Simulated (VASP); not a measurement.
# Al (Fm-3m) in VASP: notebook

Runs on Al. Level: PBE. Tasks: single point.

Program: VASP 6.6.1. These are calculated values, not measurements. Logs are shortened: lines on timing, memory, paths and dates and some standing lists are left out, and cuts for length are marked.

### Step 1. Starting point

It takes space group Fm-3m (No. 225, cubic). The conventional cell has a = 4.050 Å, b = 4.050 Å, c = 4.050 Å, α = 90.00°, β = 90.00°, γ = 90.00°. Around Al (site symmetry m-3m) lie 12 Al at 2.86 Å.

### Step 2. Single point, PBE

Contents of INCAR:

```
SYSTEM = Al
PREC = Accurate
ENCUT = 400
EDIFF = 1E-6
ISMEAR = -1
SIGMA = 0.15
LREAL = .False.
LASPH = .True.
NELM = 100
ALGO = Normal
ISIF = 2
LWAVE = .False.
LCHARG = .False.
GGA = PE
NBANDS = 8
ADDGRID = .False.
```

Contents of KPOINTS:

```
regular mesh
0
Gamma
  10 10 10
  0 0 0
```

Contents of POSCAR:

```
Al
1.0
    0.0000000000      2.0248050000      2.0248050000
    2.0248050000      0.0000000000      2.0248050000
    2.0248050000      2.0248050000      0.0000000000
Al
1
Direct
    0.0000000000      0.0000000000      0.0000000000
```

Potentials or basis: VASP PAW PBE potentials, release 64 (Al).

Launch:

```sh
> cat potpaw_PBE.64/Al/POTCAR > POTCAR
> mpirun -np 1 vasp_std > vasp.out
```

OUTCAR:

```text
SYSTEM = Al
   PREC = Accurate
   ENCUT = 400
   EDIFF = 1E-6
   ISMEAR = -1
   LREAL = .False.
   LASPH = .True.
   NELM = 100
   ISIF = 2
   GGA = PE

 Found     47 irreducible k-points:

 Following reciprocal coordinates:
            Coordinates               Weight
  0.000000  0.000000  0.000000      1.000000
  0.100000  0.000000  0.000000      8.000000
  0.200000  0.000000  0.000000      8.000000
  0.300000  0.000000  0.000000      8.000000
  0.400000  0.000000  0.000000      8.000000
  0.500000  0.000000  0.000000      4.000000
   k-points           NKPTS =     47   k-points in BZ     NKDIM =     47   number of bands    NBANDS=      8
   number of dos      NEDOS =    301   number of ions     NIONS =      1
   total plane-waves  NPLWV =   8000
   dimension x,y,z NGX =    20 NGY =   20 NGZ =   20
   dimension x,y,z NGXF=    40 NGYF=   40 NGZF=   40
   ions per type =               1
   NGX,Y,Z   is equivalent  to a cutoff of  11.61, 11.61, 11.61 a.u.
   NGXF,Y,Z  is equivalent  to a cutoff of  23.22, 23.22, 23.22 a.u.
 SYSTEM =  Al
   PREC   = accura    normal or accurate (medium, high low for compatibility)
   ISTART =      0    job   : 0-new  1-cont  2-samecut
   ICHARG =      2    charge: 1-file 2-atom 10-const
   ISPIN  =      1    spin polarized calculation?
   LNONCOLLINEAR =      F non collinear calculations
   LSORBIT =      F    spin-orbit coupling
   LASPH  =      T    aspherical Exc in radial PAW
   ENCUT  =  400.0 eV  29.40 Ry    5.42 a.u.   4.67  4.67  4.67*2*pi/ulx,y,z
   NELM   =    100;   NELMIN=  2; NELMDL= -5     # of ELM steps
   EDIFF  = 0.1E-05   stopping-criterion for ELM
[... 8 lines left out ...]
   TEBEG  =    0.0;   TEEND  =   0.0 temperature during run
   PSTRESS=    0.0 pullay stress
   NELECT =       3.0000    total number of electrons
   NUPDOWN=      -1.0000    fix difference up-down
   EMIN   =  10.00;   EMAX   =-10.00  energy-range for DOS
   EFERMI =   0.00;   METHOD = LEGACY
   ISMEAR =    -1;   SIGMA  =   0.15  broadening in eV -4-tet -1-fermi 0-gaus
   EFERMI_NEDOS =   21; number of points for ismear=-14 and -15
   IALGO  =     38    algorithm
   IMIX   =      4    mixing-type and parameters
     AMIX     =   0.40;   BMIX     =  1.00
     AMIX_MAG =   1.60;   BMIX_MAG =  1.00
  volume/ion in A,a.u.               =      16.60       112.04
  Fermi-wavevector in a.u.,A,eV,Ry     =   0.925526  1.748991 11.654733  0.856599
  Thomas-Fermi vector in A             =   2.051390
   LORBIT       =      0    0 simple, 1 ext, 2 COOP (PROOUT), +10 PAW based schemes
   GGA     = PE    functional components
   LHFCALC =     F    Hartree Fock is set to
   AEXX    =    0.0000 exact exchange contribution
   IVDW    =     0    specifies the selected vdW correction
   LEPSILON=     F    determine dielectric tensor
   LRPA    =     F    only Hartree local field effects (RPA)
 non-spin polarized calculation
  energy-cutoff  :      400.00
  volume of cell :       16.60
 maximum number of plane-waves:       311
   NGX =  9   NGY =  9   NGZ =  9

 number of electron       3.0000000 magnetization

 Free energy of the ion-electron system (eV)
  ---------------------------------------------------
  ext. energy  EPLUGINS =         0.00000000
  ---------------------------------------------------
  free energy    TOTEN  =        -3.74918323 eV

  energy without entropy =       -3.70971545  energy(sigma->0) =       -3.72944934

 E-fermi :   8.0347     XC(G=0): -10.1746

 val. band max:        8.0142801838   @ k =  -0.4000   0.4000   0.0000
 cond. band min:       8.0639452647   @ k =  -0.4000   0.4000   0.1000
 fundamental gap:      0.0496650809
 Fermi energy:         8.0346888374

 k-point     1 :       0.0000    0.0000    0.0000
  band No.  band energies     occupation
      1      -3.1564      2.00000
      2      20.5224      0.00000
      3      20.5224      0.00000
      4      20.5224      0.00000
      5      21.9647      0.00000
      6      21.9647      0.00000
      7      21.9647      0.00000
      8      24.3557      0.00000

 k-point     2 :       0.1000    0.0000    0.0000
  band No.  band energies     occupation
      1      -2.8858      2.00000
      2      17.2326      0.00000
      3      19.7888      0.00000
      4      19.7888      0.00000
      5      22.6371      0.00000
      6      23.1027      0.00000
      7      23.1027      0.00000
      8      26.0073      0.00000

 k-point     3 :       0.2000    0.0000    0.0000
  band No.  band energies     occupation
      1      -2.0772      2.00000
      2      13.2495      0.00000
      3      19.0289      0.00000
      4      19.0289      0.00000
      5      22.3551      0.00000
      6      23.5158      0.00000
      7      23.5158      0.00000
      8      25.6028      0.00000

 k-point     4 :       0.3000    0.0000    0.0000
  band No.  band energies     occupation
      1      -0.7394      2.00000
      2       9.5681      0.00007
      3      18.6780      0.00000
      4      18.6780      0.00000
      5      21.7732      0.00000
      6      21.7732      0.00000
      7      22.1869      0.00000
      8      25.7498      0.00000

 k-point     5 :       0.4000    0.0000    0.0000
  band No.  band energies     occupation
      1       1.1129      2.00000
      2       6.2937      1.99998
      3      18.7730      0.00000
      4      18.7730      0.00000
      5      20.3309      0.00000
      6      20.3309      0.00000
      7      22.4021      0.00000
      8      24.2176      0.00000

 k-point     6 :       0.5000    0.0000    0.0000
  band No.  band energies     occupation
      1       3.3672      2.00000
      2       3.5636      2.00000
      3      19.2783      0.00000
      4      19.2783      0.00000
      5      19.3704      0.00000
      6      19.3704      0.00000
      7      23.0235      0.00000
      8      23.1377      0.00000

 [... further k-points ...]

------------------------ aborting loop because EDIFF is reached ----------------------------------------

  FORCE on cell =-STRESS in cart. coord.  units (eV):
  Direction    XX          YY          ZZ          XY          YZ          ZX
  --------------------------------------------------------------------------------------
  -------------------------------------------------------------------------------------
  Total       -0.0440957     -0.0440957     -0.0440957      0.0000000      0.0000000      0.0000000
  in kB       -4.2552731     -4.2552731     -4.2552731      0.0000000      0.0000000      0.0000000
  external PRESSURE =      -4.2552731 kB  Pullay stress =       0.0000000 kB

 VOLUME and BASIS-vectors are now :
 -----------------------------------------------------------------------------
  energy-cutoff  :      400.00
  volume of cell :       16.60
      direct lattice vectors                 reciprocal lattice vectors
     0.000000000  2.024805000  2.024805000    -0.246937359  0.246937359  0.246937359
     2.024805000  0.000000000  2.024805000     0.246937359 -0.246937359  0.246937359
     2.024805000  2.024805000  0.000000000     0.246937359  0.246937359 -0.246937359

 POSITION                                       TOTAL-FORCE (eV/Angst)
 -----------------------------------------------------------------------------------
      0.00000      0.00000      0.00000         0.000000     -0.000000     -0.000000
 -----------------------------------------------------------------------------------
    total drift:                                0.000000      0.000000     -0.000000

  FREE ENERGIE OF THE ION-ELECTRON SYSTEM (eV)
  ---------------------------------------------------
  free  energy   TOTEN  =        -3.7491832345 eV

  energy  without entropy=       -3.7097154498  energy(sigma->0) =       -3.72944934
```

It took 2.3 s on 1 thread of Intel Xeon 6975P-C (Granite Rapids), shared host; peak memory 0.12 GiB.

These settings aren't checked as converged: the numbers below hold their error.

Results:

- Free energy: -3.7492 eV
- Pressure: -0.4 GPa
- Band gap on the k mesh: none (metal or under the smearing width)

### Step 3. Single point, PBE

INCAR is that of step 2.

KPOINTS is that of step 2.

Contents of POSCAR:

```
Al
1.0
   -0.0142710000      2.0302060000      1.9470980000
    2.0319350000     -0.0386130000      1.9714400000
    2.0296090000      2.0522230000     -0.0362870000
Al
1
Direct
    0.0259050000     -0.0062880000     -0.0081470000
```

Potentials or basis: VASP PAW PBE potentials, release 64 (Al).

Launch:

```sh
> cat potpaw_PBE.64/Al/POTCAR > POTCAR
> mpirun -np 1 vasp_std > vasp.out
```

Run time: 16 s. Hardware: 1 thread of Intel Xeon 6975P-C (Granite Rapids), shared host; peak memory 0.14 GiB.

These settings aren't checked as converged: the numbers below hold their error.

Results:

```
Free energy            : -3.7500 eV
Pressure               : -0.2 GPa
Band gap on the k mesh : none (metal or under the smearing width)
```

### Step 4. For comparison

An earlier run on the cell as given: functional PBE; potentials or basis VASP PAW PBE potentials, release 64 (Al); cutoff 520 eV; k mesh 11 × 11 × 11; occupations fermi-dirac, width 0.05 eV; no spin polarisation.

* Pressure: -0.5 GPa
* Band gap on the k mesh: none (metal or under the smearing width)
